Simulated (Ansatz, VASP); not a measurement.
One calculation of GaN, two programs

```
CELL_PARAMETERS angstrom
0.00000 2.13524 2.13524
2.13524 0.00000 2.13524
2.13524 2.13524 0.00000
ATOMIC_POSITIONS crystal
Ga 0.00000 0.00000 0.00000
N 0.50000 0.50000 0.50000
```

Measurements of this composition are mostly on another form, of space group No. 186.

Alike in both runs: task single point; functional LDA; k mesh 14 × 14 × 14; occupations gaussian, width 0.03 eV; no spin polarisation.

|  | VASP | Ansatz |
| --- | --- | --- |
| version | VASP 6.6.1 | Ansatz 0.2.0 |
| potentials or method | VASP PAW LDA potentials, release 64 (Ga_d, N) | scalar-relativistic, plane waves, PAW |
| plane-wave cutoff (eV) | 520 | 420 |
| valence electrons in the cell | 18 | 18 |

Ansatz gave:

* gap on the k mesh at the Fermi level (eV): 0.20
* least direct gap on the mesh (eV): 2.42
* pressure (GPa): -13.7

Problem. Which values does VASP return?

Solution. gap on the k mesh at the Fermi level (eV): 0.22; least direct gap on the mesh (eV): 2.45; pressure (GPa): -12.4.

A k mesh can miss the band edges.
